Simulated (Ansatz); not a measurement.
The system is Al2O3.

```
CELL_PARAMETERS angstrom
2.88432 0.00000 0.00000
-1.44216 2.49790 0.00000
0.00000 0.00000 9.33675
ATOMIC_POSITIONS crystal
Al 0.00000 0.00000 0.85001
Al 0.00000 0.00000 0.14999
O 0.33333 0.66667 0.77768
O 0.66667 0.33333 0.00000
O 0.33333 0.66667 0.22232
```

Measurements of this composition are mostly on another form, of space group No. 167.

```yaml
Program: Ansatz 0.2.0
Task: relaxation of cell and atoms
Functional: RPBE
Dispersion: D4
Potentials_or_basis: Ansatz PAW
Cutoff: "420 eV (not typed: the program's choice for these potentials)"
k_mesh: 11 × 11 × 3
Occupations: fermi-dirac, width 0.05 eV
Spin: no spin polarisation
```

At the start: volume 13.45 Å³/atom.

How do energy, volume and symmetry change on relaxing?

It ends after 16 steps and the volume is 10.22 Å³/atom (-24.1 %); space group P-6m2 (No. 187, to 0.05 Å).

Step by step:
```
step  energy change (eV)  largest force (eV/Å)  volume (Å³)
   1              0.0000                0.2534        67.27
   2             -0.0145                0.0536        65.86
   3             -0.0269                0.0785        63.73
   4             -0.0432                0.1214        60.70
   5             -0.0699                0.1854        57.55
   6             -0.1032                0.2215        54.26
   7             -0.1357                0.0522        51.07
   8             -0.1347                0.0168        51.70
   9             -0.1347                0.0257        51.69
  10             -0.1348                0.0010        51.69
  11             -0.1227                0.0009        51.69
  12             -0.1259                0.0052        51.14
  13             -0.1258                0.0009        51.17
  14             -0.1238                0.0009        51.17
  15             -0.1242                0.0032        51.08
  16             -0.1239                0.0031        51.08
```

Final structure:
```cif
data_structure
_symmetry_space_group_name_H-M 'P 1'
_symmetry_Int_Tables_number 1
_cell_length_a 2.8629
_cell_length_b 2.8629
_cell_length_c 7.1961
_cell_angle_alpha 90.000
_cell_angle_beta 90.000
_cell_angle_gamma 120.000
_cell_volume 51.08
loop_
_atom_site_label
_atom_site_type_symbol
_atom_site_fract_x
_atom_site_fract_y
_atom_site_fract_z
_atom_site_occupancy
Al1 Al 0.00000 0.00000 0.80719 1
Al2 Al 0.00000 0.00000 0.19281 1
O1 O 0.33333 0.66667 0.71179 1
O2 O 0.66667 0.33333 0.00000 1
O3 O 0.33333 0.66667 0.28821 1
```

Caveat: the volume moved by over 15 % at a fixed basis, so the end points are rough; the plane-wave basis is chosen anew once the cell has moved, so the energies of steps on either side of that aren't comparable; the pressure holds a Pulay correction of +0.6 GPa for the finite cutoff; the PAW data sets come from PBE, with cores solved anew for the run's functional, which leaves a small shift of forces and pressure.
